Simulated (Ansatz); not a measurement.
A (111) slab of HfN (Fm-3m (No. 225)), 9 planes, outer planes Hf (top) and Hf (bottom), with 9 atoms (Hf5N4) in a surface cell of A = 8.956 Å², as cut from the bulk:

```xyz
9
Lattice="3.2158 0.0000 0.0000 -1.6079 2.7849 0.0000 0.0000 0.0000 25.5027" Properties=species:S:1:pos:R:3 pbc="T T T"
Hf    1.6079    0.9283    7.5000
N     0.0000    0.0000    8.8128
Hf    0.0000    1.8566   10.1257
N     1.6079    0.9283   11.4385
Hf    0.0000    0.0000   12.7513
N     0.0000    1.8566   14.0642
Hf    1.6079    0.9283   15.3770
N     0.0000    0.0000   16.6898
Hf    0.0000    1.8566   18.0027
```

These are results of DFT PBE, scalar-relativistic, plane waves, PAW in Ansatz, not measurements. Cutoff 420 eV; k points 12×12×1 on the computed 9-atom cell (Γ-centred); Gaussian smearing, width 0.10 eV; no spin polarisation.

The relaxed slab holds 4 formula units of HfN and 1 further Hf. Against those formula units in the bulk and the further Hf in its standard state it lies 2.218 eV higher. The formation energy of HfN from the standard states is -3.314 eV a formula unit (uncorrected, no zero-point or thermal terms).

**Question.** Over what range can the chemical potential of Hf vary, and what is the surface energy at both ends?

**Answer.** In contact with the bulk, μ(Hf) + μ(N) is fixed. With Δμ counted from the standard states, Δμ(Hf) ≤ 0 keeps elemental Hf from forming, and Δμ(N) ≤ 0 requires Δμ(Hf) ≥ ΔH = -3.314 eV. Other compounds of Hf and N can narrow this range. Then γ, the mean of both faces, = [2.218 eV − 1.00·Δμ(Hf)]/(2A). At the Hf-rich end (Δμ = 0): 2.218/(2 × 8.956) × 16.02 = 1.98 J/m². At the Hf-poor end: (2.218 + 3.314)/(2 × 8.956) × 16.02 = 4.95 J/m².

**Question.** How does its energy depend on growth conditions?

**Answer.** It carries an excess of Hf, so its energy falls by 0.89 J/m² for each eV that μ(Hf) rises: Hf-rich conditions lower it; whether it appears depends on the other terminations.

Spin polarisation was left out, and a magnetic state may lie lower.

The Hf-terminated (111) surface costs 1.98 J/m² at the Hf-rich end and 4.95 J/m² at the Hf-poor end. This spread reflects the reservoir rather than any change in surface bonding: the slab is the same at both limits, and its extra Hf becomes costlier to supply as μ(Hf) falls. The width of the range follows from the strongly exothermic formation of HfN. Since the two faces are equivalent by inversion in the cut geometry, the mean can be assigned to either one.

The cost that remains at the Hf-rich end probably stems from the nitrogen neighbours missing at the surface, where each Hf loses half of its octahedral shell and with it part of the Hf 5d–N 2p bonding. Metallic Hf–Hf bonding within the outer plane can recover some of this energy. In an ionic picture the termination is polar, but HfN is a metal, and its d carriers can screen the surface charge without a reconstruction. Whether a reconstruction would nevertheless lower the energy is not tested by this primitive surface cell.
